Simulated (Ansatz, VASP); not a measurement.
# GaP in two plane-wave programs

One calculation is typed for both programs; each brings its own data sets. How far apart do they land? The cell is taken from a series of runs on this material, whose earlier steps may have relaxed, scaled, displaced or heated it; both programs get it as it stands.

Calculated with Ansatz 0.2.0; plane waves, with VASP 6.6.1 beside it; single point at LDA.

### Step 1. The starting structure

Symmetry: I-4m2, No. 119, tetragonal system. Conventional cell: a = 3.893 Å, b = 3.893 Å, c = 5.407 Å, α = 90.00°, β = 90.00°, γ = 90.00°. Nearest to Ga lie 4 P at 2.37 Å. Nearest to P lie 4 Ga at 2.37 Å. Farther neighbours are not listed.

### Step 2. VASP: single point, LDA, pair 1

A single point gives forces, pressure and levels at one fixed geometry, so differences don't come from the geometry; what else differs is listed under the comparison.

Lines of VASP's logs that name or quote its potential files are left out, and so is its time.

Input file INCAR:

```
SYSTEM = GaP
PREC = Accurate
ENCUT = 500
EDIFF = 1E-06
NELM = 120
ISMEAR = -1
SIGMA = 0.02
LREAL = .FALSE.
ALGO = Normal
GGA = PW92
NBANDS = 15
LORBIT = 11
LWAVE = .FALSE.
LCHARG = .FALSE.
ISIF = 2
LASPH = .TRUE.
GGA_COMPAT = .FALSE.
EFERMI = MIDGAP
```

Input file POSCAR:

```
GaP
1.0
    0.0000000000      2.7525025000      2.7035185734
    2.7525025000      0.0000000000      2.7035185734
    2.7525025000      2.7525025000      0.0000000000
Ga P
1 1
Direct
    0.0000000000      0.0000000000      0.0000000000
    0.7500000000      0.7500000000      0.7500000000
```

Input file KPOINTS:

```
Automatic mesh
0
Gamma
6 6 6
0 0 0
```

Potentials, in the order of the species: Ga_d and P (LDA family, release 64).

The run is started by

```
$ mpirun -np 1 vasp_std
```

Numbers of over 12 decimals in the logs are rounded to 6 here.

Log:

```text
[banner, memory and clock lines left out]
running    1 mpi-ranks, on    1 nodes
 distrk:  each k-point on    1 cores,    1 groups
 distr:  one band on    1 cores,    1 groups

 POSCAR found type information on POSCAR GaP
 POSCAR found :  2 types and       2 ions
|                                                                             |
|               ----> ADVICE to this user running VASP <----                  |
|                                                                             |
|     You enforced a specific xc type in the INCAR file but a different       |
|     [... a line on the potential file left out ...]
|     I HOPE YOU KNOW WHAT YOU ARE DOING!                                     |
|                                                                             |

 LDA part: xc-table for (Slater(with rela. corr.)+PW92), standard interpolation
 POSCAR, INCAR and KPOINTS ok, starting setup
 FFT: planning ... GRIDC
 FFT: planning ... GRID_SOFT
 FFT: planning ... GRID
 WAVECAR not read
 entering main loop
       N       E                     dE             d eps       ncg     rms          rms(c)
DAV:   1     0.786085764957E+02    0.78609E+02   -0.89503E+03   931   0.167E+03
DAV:   2    -0.473773695441E+01   -0.83346E+02   -0.80206E+02  1068   0.307E+02
DAV:   3    -0.106251796547E+02   -0.58874E+01   -0.58694E+01  1096   0.669E+01
DAV:   4    -0.107259522045E+02   -0.10077E+00   -0.10075E+00  1140   0.969E+00
DAV:   5    -0.107283156996E+02   -0.23635E-02   -0.23629E-02  1161   0.128E+00    0.425E+00
DAV:   6    -0.104599643494E+02    0.26835E+00   -0.38154E-01  1371   0.107E+01    0.272E+00
DAV:   7    -0.104134061363E+02    0.46558E-01   -0.86632E-02  1213   0.209E+00    0.103E+00
DAV:   8    -0.104085586736E+02    0.48475E-02   -0.11723E-02  1168   0.125E+00    0.174E-01
DAV:   9    -0.104085346168E+02    0.24057E-04   -0.10206E-03  1345   0.445E-01    0.657E-02
DAV:  10    -0.104085369229E+02   -0.23061E-05   -0.48493E-05  1310   0.757E-02    0.273E-02
DAV:  11    -0.104085435490E+02   -0.66261E-05   -0.83546E-06  1142   0.453E-02    0.669E-03
DAV:  12    -0.104085433550E+02    0.19405E-06   -0.47770E-07   737   0.767E-03
   1 F= -.10408543E+02 E0= -.10408543E+02  d E =-.248029E-16
```

From OUTCAR (step 2):

```text
ion  position               nearest neighbor table
   1  0.000  0.000  0.000-   2 2.37   2 2.37   2 2.37   2 2.37
   2  0.750  0.750  0.750-   1 2.37   1 2.37   1 2.37   1 2.37

  LATTYP: Found a body centered tetragonal cell.
 ALAT       =     3.8926263660
 C/A-ratio  =     1.3890460164

 Subroutine GETGRP returns: Found  8 space group operations
 (whereof  8 operations were pure point group operations)

The static configuration has the point symmetry D_2d.

 Found     30 irreducible k-points:

   k-points           NKPTS =     30   k-points in BZ     NKDIM =     30   number of bands    NBANDS=     15

   dimension x,y,z NGX =    28 NGY =   28 NGZ =   28
   dimension x,y,z NGXF=    56 NGYF=   56 NGZF=   56

   ENCUT  =  500.0 eV  36.75 Ry    6.06 a.u.   7.03  7.03  7.10*2*pi/ulx,y,z

   NELECT =      18.0000    total number of electrons

 k-points in reciprocal lattice and weights: Automatic mesh
   0.00000000  0.00000000  0.00000000       0.005
   0.16666667  0.00000000  0.00000000       0.037
   0.33333333  0.00000000  0.00000000       0.037
   0.50000000  0.00000000  0.00000000       0.019
   0.16666667  0.16666667  0.00000000       0.009
   0.33333333  0.16666667  0.00000000       0.037
   0.50000000  0.16666667  0.00000000       0.037
  -0.33333333  0.16666667  0.00000000       0.037
  -0.16666667  0.16666667  0.00000000       0.019
[...]
0.50000000  0.00000000  0.50000000       0.009
  -0.33333333  0.16666667  0.50000000       0.019

 average (electrostatic) potential at core
       1 -66.6818       2 -84.7328

 E-fermi :   5.1457

 k-point     1 :       0.0000    0.0000    0.0000
  band No.  band energies     occupation
    ...
      5     -10.2097      2.00000
      6      -8.0267      2.00000
      7       4.3621      2.00000
      8       4.3621      2.00000
      9       4.4600      2.00000
     10       5.9274      0.00000
     11       8.1609      0.00000
     12       8.2019      0.00000
     13       8.2019      0.00000
     14      12.8287      0.00000
    ...

 k-point     2 :       0.1667    0.0000    0.0000
  band No.  band energies     occupation
    ...
      5     -10.2093      2.00000
      6      -7.6762      2.00000
      7       1.9658      2.00000
      8       3.9796      2.00000
      9       4.0698      2.00000
     10       6.5997      0.00000
     11       8.7243      0.00000
     12       8.7358      0.00000
     13       9.2493      0.00000
     14      13.2138      0.00000
    ...

 k-point     3 :       0.3333    0.0000    0.0000
  band No.  band energies     occupation
    ...
      5     -10.2053      2.00000
      6      -6.7393      2.00000
      7      -0.8329      2.00000
      8       3.4283      2.00000
      9       3.5562      2.00000
     10       6.0910      0.00000
     11       9.0654      0.00000
     12       9.1691      0.00000
     13      11.7484      0.00000
     14      13.7445      0.00000
    ...

  Total       -1.0419137     -1.0419137     -0.6944937      0.0000000      0.0000000      0.0000000
  in kB      -40.7499915    -40.7499915    -27.1621454      0.0000000      0.0000000      0.0000000
  external PRESSURE =     -36.2207095 kB  Pullay stress =       0.0000000 kB

  energy-cutoff  :      500.00
  volume of cell :       40.97
      direct lattice vectors                 reciprocal lattice vectors
     0.000000000  2.752502500  2.703518573    -0.181652878  0.181652878  0.184944171
     2.752502500  0.000000000  2.703518573     0.181652878 -0.181652878  0.184944171
     2.752502500  2.752502500  0.000000000     0.181652878  0.181652878 -0.184944171

 POSITION                                       TOTAL-FORCE (eV/Angst)
 -----------------------------------------------------------------------------------
      0.00000      0.00000      0.00000         0.000000      0.000000     -0.000000
      4.12875      4.12875      4.05528        -0.000000     -0.000000      0.000000
 -----------------------------------------------------------------------------------
    total drift:                               -0.000001     -0.000001     -0.000001

  FREE ENERGIE OF THE ION-ELECTRON SYSTEM (eV)
  ---------------------------------------------------
  free  energy   TOTEN  =       -10.4085433550 eV

  energy  without entropy=      -10.4085433550  energy(sigma->0) =      -10.40854335

 total charge
# of ion       s       p       d       tot
------------------------------------------
    1        0.872   0.847  10.008  11.728
    2        1.023   1.510   0.000   2.533
--------------------------------------------------
tot          1.896   2.357  10.008  14.261

[... 3 further parts left out ...]
```

The run ends at a pressure of -3.62 GPa.

### Step 3. Ansatz: single point, LDA, pair 1

Ansatz runs on its default PAW (the set named soft_2) files.

The same cell, functional (in two slightly different forms), mesh and smearing now go to Ansatz, which takes its cutoff from its data sets.

Input file input.yaml:

```yaml
crystal:
  lattice:
    - [0.0, 2.7525025, 2.7035185734]
    - [2.7525025, 0.0, 2.7035185734]
    - [2.7525025, 2.7525025, 0.0]
  atoms:
    - { symbol: Ga, position: [0.0, 0.0, 0.0] }
    - { symbol: P, position: [0.75, 0.75, 0.75] }
kpoints:
  mp_grid: { grid: [6, 6, 6] }
  band_path:
    path:
      - [[0.0, 0.0, 0.0], [0.0, 0.5, 0.5], [0.25, 0.75, 0.5], [0.0, 0.5, 0.0], [0.0, 0.0, 0.0], [0.5, 0.5, 0.0], [0.37905653, 0.62094347, 0.0]]
      - [[-0.37905653, 0.37905653, 0.0], [0.0, 0.0, 0.0]]
      - [[0.0, 0.5, 0.5], [-0.25811306, 0.5, 0.24188694]]
      - [[0.5, 0.74188694, 0.24188694], [0.5, 0.5, 0.0]]
    npoints: 10
hamiltonian:
  xc: lda
scf:
  occupations: { method: fermi_dirac, width: 0.02 }
  n_extra_bands: 30
output:
  eigenvalues: true
  forces: true
  stress: true
  fatbands: true
```

The run is started by

```
$ ansatz run input.yaml --threads 14 --pin off --max-ram 73728MiB --backend cpu --events-out ev --progress --plain --runs-dir out
```

Log:

```text
scf.n_extra_bands = 30 over 9 filled bands (N_el = 18.0): the run solves 39 bands
Engine: ansatz 0.2.0, aarch64-unknown-linux-gnu
Pseudopotentials: kind: paw
Pseudopotential: Ga, paw, valence charge 13, recommended cutoff 420 eV (normal), Ga.paw.azcp
Pseudopotential: P, paw, valence charge 5, recommended cutoff 420 eV (normal), P.paw.azcp
Functional definition: SPW92
  exchange = slater_x
  correlation = pw_c
Crystal: 2 atoms, lattice volume = 40.965 Å³
Basis set: ecut = 420 eV, 829 PW (Γ)
Bands: 39, of which v1, the nominal top of the filled ones, is band 9 counted from 1 (8 counted from 0)
Symmetry: 8 space group operations
Space group: I-4m2 (ITA 119), of the structure as read, at distance tolerance 3.4e-5 Å
k-points: 30 of 216 (time reversal used)
Non-local potential: Ga, projectors of the file, l = 0: 2, l = 1: 2, l = 2: 3, l = 3: 1
Non-local potential: P, projectors of the file, l = 0: 2, l = 1: 2, l = 2: 2
PAW form: soft (Blöchl's): semilocal exchange-correlation on the pseudo side does not see the compensation charge
PAW frozen core: Ga, regenerated for the run's functional, and the local potential with it (the file was generated under x = pbe(κ = 0.804, μ = 0.219515), c = pbe(β = 0.066725))
PAW frozen core: P, regenerated for the run's functional, and the local potential with it (the file was generated under x = pbe(κ = 0.804, μ = 0.219515), c = pbe(β = 0.066725))
PAW one-centre angular grid: Ga, 590 points (default); XC on 64 Gauss nodes
PAW one-centre angular grid: P, 110 points (default); XC on 64 Gauss nodes
Initial density: superposition of atomic densities (neutral atoms: chi_scale 0, normalization atom), corrected by the library's trained network
Initial wavefunctions: pseudopotential atomic-orbital guess
Functional: x = slater, c = lda
SCF iter   1: F=—  HF=-4433.731868 eV  |F-HF|=—  |Δ(HF+E_count)|=         —  Δρ=5.95e-3  dr2=1.55e-2  ethr=1.77e-3  ⟨swp⟩=6.2  Hψ=6393  notcnv=0  defer=190
preconditioner: auto → none  [insulator: Δε(μ)=1.311 eV  Ē_g=33.046 eV  σ=0.020 eV  W_gap=1.00  n_scr=14 (ndim 8)  ℏωp=24.6 eV  f_vac=0.013  D(μ)=0.00/eV (n_scr^D=0)  ε∞_Penn≈1.6]
SCF iter   2: F=—  HF=-4433.727486 eV  |F-HF|=—  |Δ(HF+E_count)|=   4.38e-3  Δρ=3.09e-3  dr2=1.76e-3  ethr=8.59e-5  ⟨swp⟩=2.0  Hψ=1563  notcnv=0  defer=717
SCF iter   3: F=—  HF=-4433.726943 eV  |F-HF|=—  |Δ(HF+E_count)|=   5.43e-4  Δρ=9.53e-4  dr2=2.95e-4  ethr=9.77e-6  ⟨swp⟩=2.0  Hψ=882  notcnv=0  defer=728
SCF iter   4: F=—  HF=-4433.726824 eV  |F-HF|=—  |Δ(HF+E_count)|=   1.18e-4  Δρ=3.60e-4  dr2=2.50e-5  ethr=1.64e-6  ⟨swp⟩=2.1  Hψ=784  notcnv=0  defer=728
SCF iter   5: F=—  HF=-4433.726818 eV  |F-HF|=—  |Δ(HF+E_count)|=   6.27e-6  Δρ=1.78e-5  dr2=1.06e-7  ethr=1.39e-7  ⟨swp⟩=1.4  Hψ=459  notcnv=0  defer=728
SCF iter   6: F=-4433.726818 eV  HF=-4433.726818 eV  |F-HF|=5.47e-9  |Δ(HF+E_count)|=   2.25e-8  Δρ=4.90e-6  dr2=8.54e-9  ethr=5.56e-10  ⟨swp⟩=11.7  Hψ=7730  notcnv=0
SCF 1 converged in 6 iterations: F = -4433.726818 eV  dr2 = 8.54e-9
  greatest PAW one-centre occupation: 0.994 electrons in one spin orbital (limit 2), on the Ga atom at site 0 (counted from 0), in its partial waves of l = 2
NSCF: frozen V_eff on 94 k-points
SCF converged after 6 iterations
Free energy (F): -4433.726818 eV
Harris-Foulkes:  -4433.726818 eV  (|F-HF|=5.47e-9)
Internal energy: -4433.726818 eV  (E = F + TS)
E sigma→0 (E₀):  -4433.726818 eV
Fermi energy:    7.439198 eV
--- Per-component energies (eV) ---
  E_band       = -66.577456
  E_kinetic    = 186.321039
  E_local      = -2213.897037  (includes V_loc(G=0)·N_el)
  E_nonlocal   = 462.025652
  E_hartree    = 1020.465763
  E_xc         = -129.891670
  E_vxc        = -119.373698  (∫ρ·V_xc dr)
  E_paw        = -2453.101802  (= ΣΔE_a)
  E_vpaw       = -422.584223  (= ΣTr[D̂ρ^β])
  E_aug_tail   = -0.000109  (compensation charges beyond the density's cutoff)
  E_ewald      = -1307.494486
  E_core_change = 1.845831  (= ΣΔE_core)
  E_smearing   = -0.000000  (= −TS)
  E_closure    = 0.000000  (closes the sum)
  Σ components = -4433.726818   (vs F -4433.726818, Δ=0.00e0)
--- Forces (eV/Å), atoms counted from 1 ---
  atom   1  Ga    -0.00000000     0.00000000     0.00000000
  atom   2  P      0.00000000     0.00000000     0.00000000
  max |Σ_I F_I| component: 2.78e-17 eV/Å
--- Stress (GPa, compression-positive) ---
       -4.090659       0.000000       0.000000
        0.000000      -4.090659       0.000000
        0.000000       0.000000      -2.734031
  P = ⅓ Tr σ = -3.6384 GPa (-36.384 kbar)
--- Band table (eV; the first three rows and the last of 30) ---
  k-point 0: bands = [... 5 lower, -5.7329, 6.6658, 6.6658, 6.7641, 8.2048, 10.4575, 10.4983, 10.4983, ... 26 higher]
  k-point 1: bands = [... 5 lower, -5.3823, 4.2627, 6.2832, 6.3736, 8.8870, 11.0195, 11.0310, 11.5417, ... 26 higher]
  k-point 2: bands = [... 5 lower, -4.4459, 1.4634, 5.7315, 5.8594, 8.3798, 11.3598, 11.4632, 14.0427, ... 26 higher]
  k-point 29: bands = [... 5 lower, -2.7335, -0.0217, 3.9484, 3.9484, 8.1340, 8.2697, 17.0262, 17.0262, ... 26 higher]
```

The column dr2 measures how far the density is from self-consistency, as an energy; F and HF (Harris–Foulkes) agree once it is small.

### Step 4. Comparison

Known differences besides the potentials themselves: the cutoff is 420 eV in Ansatz and 500 eV in VASP; VASP's log shows a relativistic correction to its local exchange, Ansatz's none. Total energies have different zeros and are not compared.

Both answers:

| quantity | Ansatz | VASP | difference |
| --- | --- | --- | --- |
| pressure (GPa) | -3.64 | -3.62 | -0.02 |
| gap on the k mesh (eV) | 1.370 | 1.371 | -0.001 |

A gap on the mesh is an upper bound, since the band edges may lie between its points.

### Step 5. Ansatz: single point, LDA, pair 2

With cell and atoms fixed, the geometry can't cause a difference; cores, projectors, grids and the points listed under the comparison can. The cell compared in this pair holds 39.99 Å³, against 40.97 Å³ for the pair before.

The cell is taken from a series of runs on this material, whose earlier steps may have relaxed, scaled, displaced or heated it; both programs get it as it stands.

input.yaml, the sections that differ from step 3:

```yaml
crystal:
  lattice:
    - [0.0, 2.6979975, 2.7469196256]
    - [2.6979975, 0.0, 2.7469196256]
    - [2.6979975, 2.6979975, 0.0]
  atoms:
    - { symbol: Ga, position: [0.0, 0.0, 0.0] }
    - { symbol: P, position: [0.75, 0.75, 0.75] }
kpoints:
  mp_grid: { grid: [6, 6, 6] }
  band_path:
    path:
      - [[0.0, 0.0, 0.0], [0.5, 0.0, 0.5], [0.75, 0.25, 0.5], [0.5, 0.5, 0.5], [0.0, 0.0, 0.0], [0.5, 0.5, 0.0], [0.62894452, 0.62894452, 0.25788905]]
      - [[0.37105548, 0.37105548, 0.74211095], [0.0, 0.0, 0.0]]
      - [[0.5, 0.0, 0.5], [0.5, 0.24211095, 0.74211095]]
      - [[0.75788905, 0.5, 0.25788905], [0.5, 0.5, 0.0]]
    npoints: 10
# hamiltonian, scf, output: as in step 3
```

Log:

```text
[...]
Crystal: 2 atoms, lattice volume = 39.991 Å³
Basis set: ecut = 420 eV, 773 PW (Γ)
Bands: 39, of which v1, the nominal top of the filled ones, is band 9 counted from 1 (8 counted from 0)
Symmetry: 8 space group operations
[...]
k-points: 30 of 216 (time reversal used)
[...]
k-point 0: bands = [... 5 lower, -5.6100, 6.9317, 7.0378, 7.0378, 8.7071, 10.7697, 10.7697, 10.8099, ... 26 higher]
  k-point 1: bands = [... 5 lower, -5.2482, 4.5498, 6.5705, 6.6660, 9.2974, 11.3385, 11.3414, 11.9311, ... 26 higher]
  k-point 2: bands = [... 5 lower, -4.2797, 1.6802, 6.0018, 6.1371, 8.7601, 11.6715, 11.7722, 14.4669, ... 26 higher]
  k-point 29: bands = [... 5 lower, -2.6066, 0.0113, 4.3343, 4.3343, 8.5553, 8.7804, 17.5232, 17.5232, ... 26 higher]
[key lines of the parts left out:]
SCF converged after 6 iterations
Free energy (F): -4433.743286 eV
Fermi energy:    7.733091 eV
P = ⅓ Tr σ = -1.7610 GPa (-17.610 kbar)
```

Between step 4 and this run (cell volume -2.4 %) the value for the gap on the k-mesh moves from 1.37 to 1.39.

### Step 6. VASP: single point, LDA, pair 2

The same cell, functional (in two slightly different forms), mesh and smearing now go to VASP, with its own data sets.

INCAR is that of step 2.

Input file POSCAR:

```
GaP
1.0
    0.0000000000      2.6979975000      2.7469196256
    2.6979975000      0.0000000000      2.7469196256
    2.6979975000      2.6979975000      0.0000000000
Ga P
1 1
Direct
    0.0000000000      0.0000000000      0.0000000000
    0.7500000000      0.7500000000      0.7500000000
```

KPOINTS is that of step 2.

The run is started by

```
$ mpirun -np 1 vasp_std
```

Log:

```text
[banner, memory and clock lines left out]
running    1 mpi-ranks, on    1 nodes
[...]
[... a notice as in an earlier step ...]

 LDA part: xc-table for (Slater(with rela. corr.)+PW92), standard interpolation
 POSCAR, INCAR and KPOINTS ok, starting setup
[...]
entering main loop
       N       E                     dE             d eps       ncg     rms          rms(c)
DAV:   1     0.816298822352E+02    0.81630E+02   -0.89020E+03   908   0.170E+03
DAV:   2    -0.423632663170E+01   -0.85866E+02   -0.82014E+02  1033   0.319E+02
DAV:   3    -0.106387308272E+02   -0.64024E+01   -0.63796E+01  1110   0.700E+01
DAV:   4    -0.107525066722E+02   -0.11378E+00   -0.11374E+00  1113   0.102E+01
[...]
DAV:  10    -0.104245401900E+02    0.40229E-06   -0.50401E-05  1388   0.844E-02    0.258E-02
DAV:  11    -0.104245466290E+02   -0.64390E-05   -0.85515E-06  1188   0.445E-02    0.729E-03
DAV:  12    -0.104245464314E+02    0.19765E-06   -0.45854E-07   779   0.766E-03
   1 F= -.10424546E+02 E0= -.10424546E+02  d E =-.191435E-16
```

[end of part 1 of 2]

[Lines on the potential files, build, host, timing and source positions are cut from VASP's logs without a mark.]

[Logs are printed without paths, hosts, clocks, repeated set-up lines and the standing remarks that a program may print on its own settings, such as how far it seeks lower states.]

[Hosts, paths, dates, database ids (printed as entryN), source tags and the programs' standing remarks are cut or masked in the printed files.]
